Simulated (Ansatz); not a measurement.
# ZnO (zincite) (P6_3mc) in Ansatz: a series of runs

The runs below take ZnO (zincite) through single point, equation of state, with BPBE.

All numbers are computed with Ansatz 0.2.0; they aren't measurements. Logs are shortened: lines on timing, memory, paths and dates and some standing lists are left out, and cuts for length are marked.

### Step 1. The structure

The structure is hexagonal, space group P6_3mc (No. 186). The conventional cell has a = 3.249 Å, b = 3.249 Å, c = 5.206 Å, α = 90.00°, β = 90.00°, γ = 120.00°. Zn (site symmetry 3m) is surrounded by 4 O at 1.97 to 1.98 Å. O (site symmetry 3m) is surrounded by 4 Zn at 1.97 to 1.98 Å.

### Step 2. Single point, BPBE, 11.19 Å³/atom (volume scaled by 0.94)

Input file input.yaml:

```yaml
crystal:
  lattice:
    - [3.1829769797, 0.0, 0.0]
    - [-1.5914884899, 2.7565389241, 0.0]
    - [0.0, 0.0, 5.0994402224]
  atoms:
    - { symbol: Zn, position: [0.6666666667, 0.3333333333, 0.0] }
    - { symbol: Zn, position: [0.3333333333, 0.6666666667, 0.5] }
    - { symbol: O, position: [0.3333333333, 0.6666666667, 0.87901] }
    - { symbol: O, position: [0.6666666667, 0.3333333333, 0.37901] }
hamiltonian:
  xc: { exchange: b88, correlation: pbe }
  pseudopotentials: { kind: paw }
kpoints:
  mp_grid: { grid: [9, 9, 5] }
scf:
  occupations: { method: fermi_dirac, width: 0.05 }
output:
  forces: true
  stress: true
  eigenvalues: true
```

Potentials or basis: Ansatz PAW.

Run with:

```console
$ ansatz run input.yaml --threads 2 --pin off --max-ram 5120MiB --backend cpu --events-out ev --progress --plain --runs-dir out
```

What it wrote:

```text
Warning: RAYON_NUM_THREADS=2 ignored (pool sized by the plan → 2); use --threads N
Engine: ansatz 0.2.0, aarch64-unknown-linux-gnu
Pseudopotentials: kind: paw
Pseudopotential: Zn, paw, valence charge 12, recommended cutoff 420 eV (normal), Zn.paw.azcp
Pseudopotential: O, paw, valence charge 6, recommended cutoff 420 eV (normal), O.paw.azcp
Functional definition: unnamed
  exchange = b88_x
  correlation = pbe_c
Crystal: 4 atoms, lattice volume = 44.742 Å³
Basis set: ecut = 420 eV, 857 PW (Γ), exchange–correlation on 48×48×72 points (8 copies of the dense FFT grid, shifted against one another)
Bands: 22, of which v1, the nominal top of the filled ones, is band 18 counted from 1 (17 counted from 0)
Symmetry: 12 space group operations
Space group: P63mc (ITA 186), of the structure as read, at distance tolerance 3.6e-5 Å
k-points: 36 of 405 (time reversal used)
Non-local potential: Zn, projectors of the file, l = 0: 2, l = 1: 2, l = 2: 3, l = 3: 1
Non-local potential: O, projectors of the file, l = 0: 2, l = 1: 2, l = 2: 1
PAW form: soft (Blöchl's): semilocal exchange-correlation on the pseudo side does not see the compensation charge
PAW frozen core: Zn, regenerated for the run's functional, and the local potential with it (the file was generated under x = pbe(κ = 0.804, μ = 0.2195149727645171), c = pbe(β = 0.06672455060314922))
PAW frozen core: O, regenerated for the run's functional, and the local potential with it (the file was generated under x = pbe(κ = 0.804, μ = 0.2195149727645171), c = pbe(β = 0.06672455060314922))
PAW one-centre angular grid: Zn, 590 points (default); XC on 64 Gauss nodes
PAW one-centre angular grid: O, 110 points (default); XC on 64 Gauss nodes
Initial density: superposition of atomic densities (neutral atoms: chi_scale 0, normalization atom), corrected by the library's trained network
Initial wavefunctions: pseudopotential atomic-orbital guess
Functional: x = b88, c = pbe(β = 0.06672455060314922)
SCF iter   1: F=—  HF=-7794.211731 eV  |F-HF|=—  |Δ(HF+E_count)|=         —  Δρ=3.23e-3  dr2=2.52e-3  ethr=1.77e-3  ⟨swp⟩=6.1  Hψ=3687  notcnv=0
preconditioner: auto → Resta (q_TF=auto, 2.631 Å⁻¹)  ε∞=7.4  [insulator: Δε(μ)=0.938 eV  Ē_g=13.163 eV  σ=0.050 eV  W_gap=1.00  n_scr=22 (ndim 8)  ℏωp=33.3 eV  f_vac=0.028  D(μ)=0.00/eV (n_scr^D=0)  ε∞_Penn≈7.4]
SCF iter   2: F=—  HF=-7794.211797 eV  |F-HF|=—  |Δ(HF+E_count)|=   6.64e-5  Δρ=6.55e-4  dr2=5.74e-5  ethr=7.00e-6  ⟨swp⟩=2.0  Hψ=1743  notcnv=0
SCF iter   3: F=—  HF=-7794.211801 eV  |F-HF|=—  |Δ(HF+E_count)|=   4.31e-6  Δρ=3.68e-4  dr2=4.00e-5  ethr=1.59e-7  ⟨swp⟩=2.0  Hψ=1368  notcnv=0
SCF iter   4: F=—  HF=-7794.211779 eV  |F-HF|=—  |Δ(HF+E_count)|=   2.24e-5  Δρ=1.71e-4  dr2=8.68e-6  ethr=1.11e-7  ⟨swp⟩=2.4  Hψ=1349  notcnv=0
SCF iter   5: F=—  HF=-7794.211789 eV  |F-HF|=—  |Δ(HF+E_count)|=   9.52e-6  Δρ=4.33e-5  dr2=6.73e-7  ethr=2.41e-8  ⟨swp⟩=2.0  Hψ=1347  notcnv=0
SCF iter   6: F=-7794.211789 eV  HF=-7794.211789 eV  |F-HF|=2.77e-8  |Δ(HF+E_count)|=   7.84e-7  Δρ=1.37e-5  dr2=5.64e-8  ethr=2.78e-10  ⟨swp⟩=5.4  Hψ=3663  notcnv=0
SCF 1 converged in 6 iterations: F = -7794.211789 eV  dr2 = 5.64e-8
SCF converged after 6 iterations
Free energy (F): -7794.211789 eV
Harris-Foulkes:  -7794.211789 eV  (|F-HF|=2.77e-8)
Internal energy: -7794.211788 eV  (E = F + TS)
E sigma→0 (E₀):  -7794.211789 eV
Entropy (-TS):   -0.000001 eV (-0.000 meV/atom)
Fermi energy:    8.612711 eV
--- Per-component energies (eV) ---
  E_band       = 90.001188
  E_kinetic    = 615.597398
  E_local      = -3910.928516  (includes V_loc(G=0)·N_el)
  E_nonlocal   = 1336.718487
  E_hartree    = 1611.287429
  E_xc         = -422.844347
  E_vxc        = -292.807175  (∫ρ·V_xc dr)
  E_paw        = -3999.541292  (= ΣΔE_a)
  E_vpaw       = -881.161058  (= ΣTr[D̂ρ^β])
  E_aug_tail   = 0.004292  (compensation charges beyond the density's cutoff)
  E_ewald      = -3024.333153
  E_core_change = -0.172087  (= ΣΔE_core)
  E_smearing   = -0.000001  (= −TS)
  E_closure    = -0.000000  (closes the sum)
  Σ components = -7794.211789   (vs F -7794.211789, Δ=0.00e0)
--- Forces (eV/Å), atoms counted from 1 ---
  atom   1  Zn     0.00000000     0.00000000    -0.09209323
  atom   2  Zn    -0.00000000    -0.00000000    -0.09209323
  atom   3  O      0.00000000     0.00000000     0.09210332
  atom   4  O     -0.00000000    -0.00000000     0.09210332
  max |Σ_I F_I| component: 2.02e-5 eV/Å
--- Stress (GPa, compression-positive) ---
       14.355691      -0.000000       0.000000
       -0.000000      14.355691       0.000000
        0.000000       0.000000      16.411765
  P = ⅓ Tr σ = 15.0410 GPa (150.410 kbar)
--- Band table (eV; the first three rows and the last of 36) ---
  k-point 0: bands = ["-10.4626", "-9.6290", "2.0208", "2.0973", "2.0973", "2.1445", "2.3151", "2.3151", "3.4550", "3.4550", "3.7001", "3.7001", "3.9918", "7.2391", "7.2391", "8.0304", "8.1221", "8.1221", "9.0295", "13.5916", "16.6044", "21.3256"]
  k-point 1: bands = ["-10.3875", "-9.7133", "1.8941", "2.0561", "2.1080", "2.1080", "2.2831", "2.2831", "3.4871", "3.4871", "3.6868", "3.6868", "4.4232", "7.3242", "7.3242", "7.3326", "8.0392", "8.0392", "9.8616", "13.2385", "16.9161", "21.3186"]
  k-point 2: bands = ["-10.1864", "-9.9290", "1.7920", "1.8797", "2.1460", "2.1460", "2.2121", "2.2121", "3.5632", "3.5632", "3.6403", "3.6403", "5.3427", "6.3551", "7.5476", "7.5476", "7.8210", "7.8210", "11.1222", "12.3303", "17.8297", "19.3493"]
  k-point 35: bands = ["-9.4841", "-9.4841", "2.0321", "2.0321", "2.1898", "2.3912", "2.9260", "2.9260", "3.4364", "3.4816", "4.0125", "4.0125", "4.3156", "4.3156", "4.9463", "5.5647", "6.7094", "6.7094", "16.1499", "16.3166", "16.4080", "16.4080"]
```

Wall time 1.9 s (2 threads of Arm Neoverse V1, shared host); peak memory 0.33 GiB.

What came out:

```
Free energy            : -7794.2118 eV
Pressure               : 15.0 GPa
Largest force          : 0.092 eV/Å
Band gap on the k mesh : 0.91 eV, direct
```

Caveat: odd divisions of the mesh miss points on the zone boundary, where band edges often lie, so the gap on the mesh can be too wide; the pressure holds a Pulay correction of +0.8 GPa for the finite cutoff; the PAW data sets come from PBE, with cores solved anew for the run's functional, which leaves a small shift of forces and pressure.

### Step 3. Single point, BPBE, 11.42 Å³/atom (volume scaled by 0.96)

input.yaml, as its differences from that of step 2:

```diff
@@ -2,5 +2,5 @@
   lattice:
-    - [3.1829769797, 0.0, 0.0]
-    - [-1.5914884899, 2.7565389241, 0.0]
-    - [0.0, 0.0, 5.0994402224]
+    - [3.2053930491, 0.0, 0.0]
+    - [-1.6026965246, 2.7759518096, 0.0]
+    - [0.0, 0.0, 5.1353529565]
   atoms:
@@ -21 +21,5 @@
   eigenvalues: true
+  write_density: true
+  write_potential: true
+  elf: true
+  volumetric_format: npy
```

Potentials or basis: Ansatz PAW.

Run with:

```console
$ ansatz run input.yaml --threads 2 --pin off --max-ram 5120MiB --backend cpu --events-out ev --progress --plain --runs-dir out
```

It took 2.6 s on 2 threads of Arm Neoverse V1, shared host; peak memory 0.35 GiB.

The run converged. Its results:

- Free energy: -7794.2894 eV
- Pressure: 11.1 GPa
- Largest force: 0.084 eV/Å
- Band gap on the k mesh: 0.88 eV, direct

Caveat: odd divisions of the mesh miss points on the zone boundary, where band edges often lie, so the gap on the mesh can be too wide; the pressure holds a Pulay correction of +0.8 GPa for the finite cutoff; the PAW data sets come from PBE, with cores solved anew for the run's functional, which leaves a small shift of forces and pressure.

### Step 4. Single point, BPBE, 11.66 Å³/atom (volume scaled by 0.98)

input.yaml, as its differences from that of step 3:

```diff
@@ -2,5 +2,5 @@
   lattice:
-    - [3.2053930491, 0.0, 0.0]
-    - [-1.6026965246, 2.7759518096, 0.0]
-    - [0.0, 0.0, 5.1353529565]
+    - [3.2274999067, 0.0, 0.0]
+    - [-1.6137499533, 2.7950969099, 0.0]
+    - [0.0, 0.0, 5.170770303]
   atoms:
@@ -21,5 +21 @@
   eigenvalues: true
-  write_density: true
-  write_potential: true
-  elf: true
-  volumetric_format: npy
```

Run with:

```console
$ ansatz run input.yaml --threads 2 --pin off --max-ram 5120MiB --backend cpu --events-out ev --progress --plain --runs-dir out
```

Wall time 1.9 s (2 threads of Arm Neoverse V1, shared host); peak memory 0.34 GiB.

It converged, with:

| Property | Result |
| --- | --- |
| Free energy | -7794.3450 eV |
| Pressure | 7.6 GPa |
| Largest force | 0.076 eV/Å |
| Band gap on the k mesh | 0.85 eV, direct |

Caveat: odd divisions of the mesh miss points on the zone boundary, where band edges often lie, so the gap on the mesh can be too wide; the pressure holds a Pulay correction of +0.8 GPa for the finite cutoff; the PAW data sets come from PBE, with cores solved anew for the run's functional, which leaves a small shift of forces and pressure.

### Step 5. Single point, BPBE, 11.90 Å³/atom

input.yaml, as its differences from that of step 4:

```diff
@@ -2,5 +2,5 @@
   lattice:
-    - [3.2274999067, 0.0, 0.0]
-    - [-1.6137499533, 2.7950969099, 0.0]
-    - [0.0, 0.0, 5.170770303]
+    - [3.249308, 0.0, 0.0]
+    - [-1.624654, 2.8139832727, 0.0]
+    - [0.0, 0.0, 5.205709]
   atoms:
```

Run with:

```console
$ ansatz run input.yaml --threads 2 --pin off --max-ram 5120MiB --backend cpu --events-out ev --progress --plain --runs-dir out
```

It took 1.9 s on 2 threads of Arm Neoverse V1, shared host; peak memory 0.34 GiB.

Results (log left out):

```
Free energy            : -7794.3810 eV
Pressure               : 4.5 GPa
Largest force          : 0.069 eV/Å
Band gap on the k mesh : 0.82 eV, direct
```

Caveat: odd divisions of the mesh miss points on the zone boundary, where band edges often lie, so the gap on the mesh can be too wide; the pressure holds a Pulay correction of +0.8 GPa for the finite cutoff; the PAW data sets come from PBE, with cores solved anew for the run's functional, which leaves a small shift of forces and pressure.

### Step 6. Single point, BPBE, 12.14 Å³/atom (volume scaled by 1.02)

input.yaml, as its differences from that of step 5:

```diff
@@ -2,5 +2,5 @@
   lattice:
-    - [3.249308, 0.0, 0.0]
-    - [-1.624654, 2.8139832727, 0.0]
-    - [0.0, 0.0, 5.205709]
+    - [3.2708272232, 0.0, 0.0]
+    - [-1.6354136116, 2.8326194666, 0.0]
+    - [0.0, 0.0, 5.2401848988]
   atoms:
@@ -21 +21,5 @@
   eigenvalues: true
+  write_density: true
+  write_potential: true
+  elf: true
+  volumetric_format: npy
```

Potentials or basis: Ansatz PAW.

Run with:

```console
$ ansatz run input.yaml --threads 2 --pin off --max-ram 5120MiB --backend cpu --events-out ev --progress --plain --runs-dir out
```

Wall time 2.6 s (2 threads of Arm Neoverse V1, shared host); peak memory 0.35 GiB.

The run converged. Its results:

- Free energy: -7794.3991 eV
- Pressure: 1.7 GPa
- Largest force: 0.062 eV/Å
- Band gap on the k mesh: 0.79 eV, direct

Caveat: odd divisions of the mesh miss points on the zone boundary, where band edges often lie, so the gap on the mesh can be too wide; the pressure holds a Pulay correction of +0.7 GPa for the finite cutoff; the PAW data sets come from PBE, with cores solved anew for the run's functional, which leaves a small shift of forces and pressure.

### Step 7. Single point, BPBE, 12.38 Å³/atom (volume scaled by 1.04)

input.yaml, as its differences from that of step 6:

```diff
@@ -2,5 +2,5 @@
   lattice:
-    - [3.2708272232, 0.0, 0.0]
-    - [-1.6354136116, 2.8326194666, 0.0]
-    - [0.0, 0.0, 5.2401848988]
+    - [3.2920669561, 0.0, 0.0]
+    - [-1.6460334781, 2.8510136149, 0.0]
+    - [0.0, 0.0, 5.2742130269]
   atoms:
@@ -21,5 +21 @@
   eigenvalues: true
-  write_density: true
-  write_potential: true
-  elf: true
-  volumetric_format: npy
```

Run with:

```console
$ ansatz run input.yaml --threads 2 --pin off --max-ram 5120MiB --backend cpu --events-out ev --progress --plain --runs-dir out
```

Run time: 1.9 s. Hardware: 2 threads of Arm Neoverse V1, shared host; peak memory 0.34 GiB.

The run converged. Its results:

```
Free energy            : -7794.4013 eV
Pressure               : -0.9 GPa
Largest force          : 0.055 eV/Å
Band gap on the k mesh : 0.76 eV, direct
```

Caveat: odd divisions of the mesh miss points on the zone boundary, where band edges often lie, so the gap on the mesh can be too wide; the pressure holds a Pulay correction of +0.7 GPa for the finite cutoff; the PAW data sets come from PBE, with cores solved anew for the run's functional, which leaves a small shift of forces and pressure.

### Step 8. Single point, BPBE, 12.61 Å³/atom (volume scaled by 1.06)

input.yaml, as its differences from that of step 7:

```diff
@@ -2,5 +2,5 @@
   lattice:
-    - [3.2920669561, 0.0, 0.0]
-    - [-1.6460334781, 2.8510136149, 0.0]
-    - [0.0, 0.0, 5.2742130269]
+    - [3.3130361008, 0.0, 0.0]
+    - [-1.6565180504, 2.8691734269, 0.0]
+    - [0.0, 0.0, 5.3078076462]
   atoms:
@@ -21 +21,5 @@
   eigenvalues: true
+  write_density: true
+  write_potential: true
+  elf: true
+  volumetric_format: npy
```

Run with:

```console
$ ansatz run input.yaml --threads 2 --pin off --max-ram 5120MiB --backend cpu --events-out ev --progress --plain --runs-dir out
```

Wall time 3.2 s (2 threads of Arm Neoverse V1, shared host); peak memory 0.35 GiB.

Results (log left out):

- Free energy: -7794.3893 eV
- Pressure: -3.2 GPa
- Largest force: 0.049 eV/Å
- Band gap on the k mesh: 0.74 eV, direct

Caveat: odd divisions of the mesh miss points on the zone boundary, where band edges often lie, so the gap on the mesh can be too wide; the pressure holds a Pulay correction of +0.7 GPa for the finite cutoff; the PAW data sets come from PBE, with cores solved anew for the run's functional, which leaves a small shift of forces and pressure.

### Step 9. Equation of state, BPBE

Potentials or basis: Ansatz PAW.

No new run: the results of the series are fitted here.

What came out:

* Equilibrium volume: 12.29 Å³/atom
* Bulk modulus at fixed shape and positions: 129 GPa
* Pressure derivative of the bulk modulus: 4.5

Energy against volume, from the lowest point:
| volume (Å³/atom) | energy (meV/atom) |
| --- | --- |
| 11.186 | 47.39 |
| 11.424 | 27.99 |
| 11.662 | 14.08 |
| 11.900 | 5.10 |
| 12.138 | 0.56 |
| 12.376 | 0.00 |
| 12.614 | 3.01 |

Caveat: the potentials were made for another functional, which shifts forces and pressure; the cell was scaled at fixed shape and fractional positions, which overstates the stiffness of a crystal with free parameters, most of all of layers and chains.
